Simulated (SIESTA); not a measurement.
Crystal: Nd.

```
Nd
1.0
    -2.07547    2.07547    2.07547
     2.07547   -2.07547    2.07547
     2.07547    2.07547   -2.07547
Nd
1
Direct
  0.00000 0.00000 0.00000
```

This isn't the form of Nd at room conditions, which is double hcp.

Base run:

```yaml
Program: SIESTA 5.4.2
Functional: PBEsol
Potentials_or_basis: PseudoDojo 3+ lanthanides (4f in the core) (PBE files)
Basis: DZP (energy shift 0.002 Ry; radii capped at 9.5 bohr)
Grid_cutoff: 800 Ry
Energy_shift: 0.002 Ry
k_mesh: 9 × 9 × 9
Occupations: fermi-dirac, width 0.05 eV
Spin: collinear spin, ferromagnetic start
Starting_moments: "[3.0] μB"
Fixed_moment: 2 μB
```

Its results: pressure 1.9 GPa; net moment 2.00 μB per cell.

**Question.** The run is repeated on the same cell with these changes: functional from PBEsol to LDA; fixed moment from 2 μB to none. What comes out?

**Answer.** Pressure -3.8 GPa; net moment 0.02 μB per cell.

Caveats: the magnetic or orbital state may not be the lowest; semicore shells carry a single zeta, which can move pressures by several GPa and volumes by a few percent; the potentials were made for another functional, which shifts forces and pressure; the basis of atomic orbitals isn't converged, which shifts pressures, moduli and gaps; the total moment is fixed, so each spin has its own Fermi level (some runs).
